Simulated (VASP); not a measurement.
The system is Cs2SnI6.

```xyz
9
Lattice="0.0000 5.8138 5.8138 5.8138 0.0000 5.8138 5.8138 5.8138 0.0000" Properties=species:S:1:pos:R:3 pbc="T T T"
Cs    2.9069    2.9069    2.9069
Cs    8.7207    8.7207    8.7207
Sn    0.0000    0.0000    0.0000
I     2.8529    5.8138    5.8138
I     5.8138    2.8529    5.8138
I     8.7747    5.8138    5.8138
I     5.8138    8.7747    5.8138
I     5.8138    5.8138    2.8529
I     5.8138    5.8138    8.7747
```

| Quantity | Value |
| --- | --- |
| Program | VASP 6.6.1 |
| Task | relaxation of cell and atoms |
| Functional | PBE |
| Dispersion | D3(BJ) |
| Potentials or basis | VASP PAW PBE potentials, release 64 (Cs_sv, Sn_d, I) |
| Cutoff | 600 eV |
| k mesh | 6 × 6 × 6 |
| Occupations | gaussian, width 0.03 eV |
| Spin | no spin polarisation |

At the start: pressure 0.6 GPa; volume 43.67 Å³/atom.

Problem. How do energy, volume and symmetry change on relaxing?

Solution. Over 11 steps the energy falls by 3.8 meV/atom and the volume is 43.86 Å³/atom (+0.4 %); space group Fm-3m (No. 225, to 0.05 Å).

The path:
```
step  energy change (eV)  largest force (eV/Å)  pressure (GPa)  volume (Å³)
   1              0.0000                0.2869            0.58       393.02
   2             -0.0275                0.0597           -0.09       402.08
   3             -0.0275                0.0602           -0.10       402.06
   4             -0.0275                0.0643           -0.08       401.88
   5             -0.0291                0.0566           -0.06       400.77
   6             -0.0327                0.0356           -0.01       397.46
   7             -0.0323                0.0164            0.09       390.89
   8             -0.0338                0.0133            0.03       394.41
   9             -0.0338                0.0120            0.03       394.26
  10             -0.0338                0.0123           -0.03       395.15
  11             -0.0339                0.0001            0.01       394.70
```

Final structure:
```
Cs Sn I
1.0
     0.00000    5.82209    5.82209
     5.82209    0.00000    5.82209
     5.82209    5.82209    0.00000
Cs Sn I
2 1 6
Direct
  0.25000 0.25000 0.25000
  0.75000 0.75000 0.75000
  0.00000 0.00000 0.00000
  0.75142 0.24858 0.24858
  0.24858 0.75142 0.24858
  0.24858 0.75142 0.75142
  0.75142 0.24858 0.75142
  0.24858 0.24858 0.75142
  0.75142 0.75142 0.24858
```

Caveat: pairwise dispersion overbinds metals, which lowers pressure and volume.
